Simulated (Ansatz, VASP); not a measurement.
One calculation of Ba, two programs

The input INCAR:

```
  ALGO = Normal
  EDIFF = 1E-6
  ENCUT = 520
  GGA = PS
  ISIF = 2
  ISMEAR = -1
  LASPH = T
  LCHARG = F
  LREAL = F
  LWAVE = F
  NBANDS = 11
  NELM = 100
  PREC = Accurate
  SIGMA = 0.05
```

Contents of KPOINTS:

```
k-points
0
Gamma
  10 10 10
```

Contents of POSCAR:

```
Ba
1.0
   -2.5165567739      2.5165567739      2.5165567739
    2.5165567739     -2.5165567739      2.5165567739
    2.5165567739      2.5165567739     -2.5165567739
Ba
1
Direct
    0.0000000000      0.0000000000      0.0000000000
```

Input for Ansatz:

```yaml
crystal:
  lattice:
    - [-2.5165567739, 2.5165567739, 2.5165567739]
    - [2.5165567739, -2.5165567739, 2.5165567739]
    - [2.5165567739, 2.5165567739, -2.5165567739]
  atoms:
    - { symbol: Ba, position: [0.0, 0.0, 0.0] }
kpoints:
  mp_grid: { grid: [10, 10, 10] }
  band_path:
    path:
      - [0.0, 0.0, 0.0]
      - [0.5, -0.5, 0.5]
      - [0.0, 0.0, 0.5]
      - [0.0, 0.0, 0.0]
      - [0.25, 0.25, 0.25]
      - [0.5, -0.5, 0.5]
      - [0.25, 0.25, 0.25]
      - [0.0, 0.0, 0.5]
    npoints: 5
scf:
  occupations: { method: fermi_dirac, width: 0.05 }
hamiltonian:
  xc: pbesol
  pseudopotentials: { kind: all_electron, lapw: { basis_error: 0.0005 } }
output:
  forces: true
  stress: true
  eigenvalues: true
```

Change from the starting cell: volume scaled by 1.02.

Alike in both runs: task single point; functional PBEsol; k mesh 10 × 10 × 10; occupations fermi-dirac, width 0.05 eV; no spin polarisation.

|  | VASP | Ansatz |
| --- | --- | --- |
| version | VASP 6.6.1 | Ansatz 0.2.0 |
| potentials or method | VASP PAW PBE potentials, release 64 (Ba_sv) | all-electron LAPW, scalar-relativistic |
| plane-wave cutoff (eV) | 520 | see its input |

|  | VASP | Ansatz | Ansatz less VASP |
| --- | --- | --- | --- |
| pressure (GPa) | -0.7 | -0.7 | -0.05 |

Ansatz ran all-electron here, so the differences hold the error of VASP's frozen core and of both bases.

Caveats: the PAW data sets were made with another functional, which shifts forces and pressure a little (VASP). The runs have no spin-orbit coupling, so splittings on Ba are missing.
